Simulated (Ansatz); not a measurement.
# CO on Pd (Palladium) (111)

This session takes Pd (Palladium) and sets out to prepare the clean (111) slab, then find where and how strongly CO adsorbs.

Program: Ansatz 0.2.0. Level of theory: DFT PBE+D3(BJ), scalar-relativistic, plane waves, PAW. These are calculated values, not measurements.

1 further run of the same task is left out (set aside as unsound or not needed).

## Step 1: The system as given

Symmetry: Fm-3m, No. 225, cubic system. The conventional cell has a = 3.889 Å, b = 3.889 Å, c = 3.889 Å, α = 90.00°, β = 90.00°, γ = 90.00°. Pd (site symmetry m-3m) has 12 Pd at 2.75 Å as nearest neighbours.

Structure file:

```cif
data_structure
_symmetry_space_group_name_H-M 'P 1'
_symmetry_Int_Tables_number 1
_cell_length_a 2.7503
_cell_length_b 2.7503
_cell_length_c 2.7503
_cell_angle_alpha 60.000
_cell_angle_beta 60.000
_cell_angle_gamma 60.000
_cell_volume 14.71
loop_
_atom_site_label
_atom_site_type_symbol
_atom_site_fract_x
_atom_site_fract_y
_atom_site_fract_z
_atom_site_occupancy
Pd1 Pd 0.00000 0.00000 0.00000 1
```

It is the result of an earlier relaxation at this level (volume 14.71 Å³/atom; gap on the mesh: none (metal)).

## Step 2: The slab

Planes are indexed in the bulk's conventional cell (Fm-3m (No. 225)), a = 3.889 Å, b = 3.889 Å, c = 3.889 Å, α = 90.00°, β = 90.00°, γ = 90.00°.

A (111) slab, 6.7 Å thick as cut, with 17 Å of vacuum, in a 2×1 surface cell; its outer planes are Pd (top) and Pd (bottom).

The slab as cut. Layers, bottom to top:

```tsv
plane	atoms per cell	height over the lowest (Å)
1	Pd2	0.00
2	Pd2	2.25
3	Pd2	4.49
4	Pd2	6.74
```

## Step 3: The clean surface, relaxed

input.yaml

```yaml
crystal:
  lattice:
    - [5.5005447803, 0.0, 0.0]
    - [-1.3751361951, 2.3818057572, 0.0]
    - [0.0, 0.0, 23.7367640096]
  atoms:
    - { symbol: Pd, position: [0.3333333333, 0.3333333333, 0.3580943045] }
    - { symbol: Pd, position: [0.8333333333, 0.3333333333, 0.3580943045] }
    - { symbol: Pd, position: [0.6666666667, 0.6666666667, 0.4526981015] }
    - { symbol: Pd, position: [0.1666666667, 0.6666666667, 0.4526981015] }
    - { symbol: Pd, position: [0.0, 0.0, 0.5473018985] }
    - { symbol: Pd, position: [0.5, 0.0, 0.5473018985] }
    - { symbol: Pd, position: [0.3333333333, 0.3333333333, 0.6419056955] }
    - { symbol: Pd, position: [0.8333333333, 0.3333333333, 0.6419056955] }
basis:
  ecutwfc: 420
kpoints:
  mp_grid: { grid: [6, 12, 1] }
hamiltonian:
  xc: pbe
  dispersion: d3bj
scf:
  occupations: { method: gaussian, width: 0.1 }
output:
  forces: true
  eigenvalues: true
  write_density: true
  write_potential: true
  elf: true
  volumetric_format: npy
relax:
  adjacent_minimum: "off"
  f_tol: 0.03
  max_steps: 70
  constraints: [{ sites: [0, 1, 2, 3] }]
efield:
  axis: 3
  dipole_correction: true
```

On the command line:

```sh
ansatz run input.yaml --threads 2 --pin off --max-ram 5120MiB --backend cpu --events-out ev --progress --plain --runs-dir out
```

The session goes on with these runs: start: CO, top (Pd); CO at the hollow (nearest Pd) site; start: CO, bridge (Pd-Pd).

What does the calculation give? Wanted: clean slab: work function; CO: lowest end.

**Answer**, as computed:

```
                 quantity                                                                 value
clean slab: work function                                                               5.28 eV
           CO: lowest end  E_ads -1.90 eV, from the bridge (Pd-Pd) start, 3 bonded, 1.32 Å high
```

What this shows: The strongest binding of CO is 1.90 eV, a moderate chemical bond; the ends span 0.04 eV. On the way to the lowest end the anchoring atom slid 0.9 Å from where it was put. It raises the work function by 1.27 eV, as a dipole layer with its negative end outwards does. A start on a symmetric site keeps its symmetry, so an end may be a saddle point and not a minimum.
